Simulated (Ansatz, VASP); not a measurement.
Two plane-wave programs on Cu

```
CELL_PARAMETERS angstrom
0.00000 1.78118 1.78118
1.78118 0.00000 1.78118
1.78118 1.78118 0.00000
ATOMIC_POSITIONS crystal
Cu 0.00000 0.00000 0.00000
```

Alike in both runs: functional r2SCAN; k mesh 20 × 20 × 20; occupations gaussian, width 0.1 eV; no spin polarisation.

Ansatz relaxed the structure, and its values are those at the end. VASP's run is a single point on that final structure, the one shown.

```csv
,VASP,Ansatz
version,VASP 6.6.1,Ansatz 0.2.0
potentials or method,"VASP PAW PBE potentials, release 64 (Cu)","scalar-relativistic, plane waves, PAW"
plane-wave cutoff (eV),520,500
valence electrons in the cell,11,19
```

```tsv
	VASP	Ansatz	Ansatz less VASP
gap on the k mesh at the Fermi level (eV)	none	none	-
pressure (GPa)	2.5	2.0	-0.51
```

A gap of «none» marks a metal or a gap that the smearing closes. The two sets of potentials don't hold the same shells in valence.

Caveats: the PAW data sets were made with another functional, which shifts forces and pressure a little (VASP).
